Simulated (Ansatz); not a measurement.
Runs of Ansatz 0.2.0 on Re. It takes space group P6_3/mmc (No. 194, hexagonal). The conventional cell has a = 2.766 Å, b = 2.766 Å, c = 8.939 Å, α = 90.00°, β = 90.00°, γ = 120.00°. Re (site symmetry -6m2) is surrounded by 12 Re at 2.75 to 2.77 Å. Around Re (site symmetry -3m) lie 12 Re at 2.75 to 2.77 Å. 

```tsv
level	pressure (GPa)	relaxed volume (Å³/atom)
RPBE+D4	0.0	(b)
revPBE+D3(BJ)	0.0	14.53
PBEsol+D3(BJ)	0.0	14.26
RPBE+D3(BJ)	0.0	13.42
PBEsol+D4	0.0	(a)
```

Alike in all rows: task relaxation of cell and atoms; potentials or basis Ansatz PAW; no spin polarisation; cell relaxed; k mesh 11 × 11 × 3; cutoff (eV) 420; smearing fermi-dirac 0.05 eV.

Question: Estimate the missing entries.

Answer: (a) 14.39; (b) 14.59.

Caveats: the plane-wave basis is chosen anew once the cell has moved, so the energies of steps on either side of that aren't comparable; the PAW data sets come from PBE, with cores solved anew for the run's functional, which leaves a small shift of forces and pressure.

Runs at the PBE level aren't shown here.
